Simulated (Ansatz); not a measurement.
Space group Pm-3m (No. 221). a = 3.062 Å, b = 3.062 Å, c = 3.062 Å, α = 90.00°, β = 90.00°, γ = 90.00°
```
atom site symmetry x y z
  Sb    1a m-3m  0.0000  0.0000  0.0000
```

Equation of state of this Sb structure (not necessarily the ground state), with shape and atoms relaxed at each volume where symmetry leaves them free. It has no gap at any of these volumes. Computed with DFT PBEsol, scalar-relativistic, plane waves, PAW (Ansatz).

Plane waves to 420 eV, a k mesh through Γ of 14×14×14 on the computed 1-atom cell and Gaussian smearing (0.10 eV); no spin polarisation.

```tsv
V (Å³/atom)	E − E(largest V) (meV/atom)	P (GPa)
25.257	51.66	10.41
26.118	5.40	7.04
26.980	-24.54	4.29
27.841	-41.09	1.97
28.702	-46.10	-0.02
29.563	-41.30	-1.70
30.424	-28.25	-3.14
31.572	0.00	-4.74
```

Fit a third-order Birch–Murnaghan equation to E(V).

V0 = 28.69 Å³/atom, B0 = 61 GPa, B0' = 4.5.

Spin-orbit coupling is left out, which matters for the bands of heavy elements.

This simple cubic form isn't the element's structure at ambient conditions.